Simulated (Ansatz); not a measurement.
Conduction electrons in CdO (Fm-3m)

```yaml
crystal:
  lattice:
    - [0.00000, 2.31726, 2.31726]
    - [2.31726, 0.00000, 2.31726]
    - [2.31726, 2.31726, 0.00000]
  atoms:
    - { symbol: Cd, position: [0.00000, 0.00000, 0.00000] }
    - { symbol: O, position: [0.50000, 0.50000, 0.50000] }
```

Conventional cell: a = 4.635 Å, b = 4.635 Å, c = 4.635 Å, α = 90.00°, β = 90.00°, γ = 90.00°. Around Cd (atom 1) lie 6 O at 2.32 Å. O (atom 2) is surrounded by 6 Cd at 2.32 Å.

Unless marked otherwise, the numbers come from LDA, all-electron LAPW in Ansatz 0.2.0, scalar-relativistic. k mesh 12×12×12, fine mesh 20×20×20, Fermi-Dirac smearing of 0.100 eV, basis error target 1 meV/atom. The cell was relaxed by PAW under this functional, which moved its volume by -4 % from the database entry's.

Levels and slopes are solved on a 20×20×20 mesh, and each state is taken as quadratic over its cell.

(1) What is the density of states at the Fermi level, and which bare Sommerfeld coefficient follows?

(2) What Drude plasma energy and σ/τ do the band velocities give?

(3) Which bands cross the Fermi level, and what do they carry?

(4) Map the plane k₃ = 0 of the mesh: how many bands lie under the Fermi level at each point, counted from the least on the plane?

(5) On PAW files the program sums the optical response inside the mesh cells, interband lines and its own Drude term. Where does ε₁ rise through zero (a sharp plasmon if ε₂ is small there), and how much light is reflected?

(6) What does PAW give for the same cell?

Answers

(1) N(E_F) = 0.0843 states/eV/atom (both spins), so γ = (π²/3) k_B² N(E_F) = 0.199 mJ/(mol-atom K²) without electron-phonon or spin-fluctuation enhancement.

(2) (ħω_p,α)² = (e²/ε₀VN_k) Σ_nkσ (∂E/∂k_α)² δ(E − E_F) gives ħω_p = (0.90, 0.90, 0.90) eV along x, y, z, and σ/τ = ε₀ω_p² = 0.165×10²⁰ Ω⁻¹m⁻¹s⁻¹ along x. Weighted by the density of states, the mean Fermi speed is 0.131×10⁶ m/s; the surface has an area of 0.726 Å⁻² for each spin direction.

(3) 

```json
{"band": "1", "filled part": "0.00", "N (states/eV/cell)": "0.00817", "speed (10⁶ m/s)": "0.84", "5th to 95th percentile": "0.77 to 0.93", "area (Å⁻²)": "0.225", "filling": "nearly empty"}
```

(4) k₁ runs to the right and k₂ upwards, each from −½ to ½ with 0 in the middle (the axes needn't be at right angles):
```
00000000000000000000
00000000000000000000
00000000000000000000
00000000000000000000
00000000000000000000
00000000000000000000
00000000000000000000
00000000000000000000
00000000001000000000
00000000011100000000
00000000001000000000
00000000000000000000
00000000000000000000
00000000000000000000
00000000000000000000
00000000000000000000
00000000000000000000
00000000000000000000
00000000000000000000
00000000000000000000
```

(5) 

* Fine mesh: 20, 20, 20
* Window top: 30 eV
* Line width: 0.25 eV
* Drude damping: 0.2 eV
* ε₁ rises through zero at x: 0.43, 14.17, 15.42 eV
* ε₂ there x: 3.73, 1.94, 1.45
* Plasma energy (x, y, z): 1.24, 1.24, 1.24 eV
* Reflectivity at 1 eV, x-polarised: 0.1598
* Reflectivity at 2 eV, x-polarised: 0.2372
* Reflectivity at 3 eV, x-polarised: 0.2339

The plasma energy here is the program's own sum at the run's smearing; it differs from the value above by up to 38 %, through mesh and smearing.

(6) N(E_F) = 0.0839 states/eV/atom and ħω_p,x = 0.89 eV.

Known limits: filled d bands lie too high at this level, so their transitions start too early; these sums move with the mesh, by several per cent and more for small sheets; small Fermi surface, not resolved by the mesh; a band that ends within the broadening of the Fermi level adds to the totals but is left out of the table; frozen-core PAW files fitted under PBE, their cores solved anew for the functional of the run.
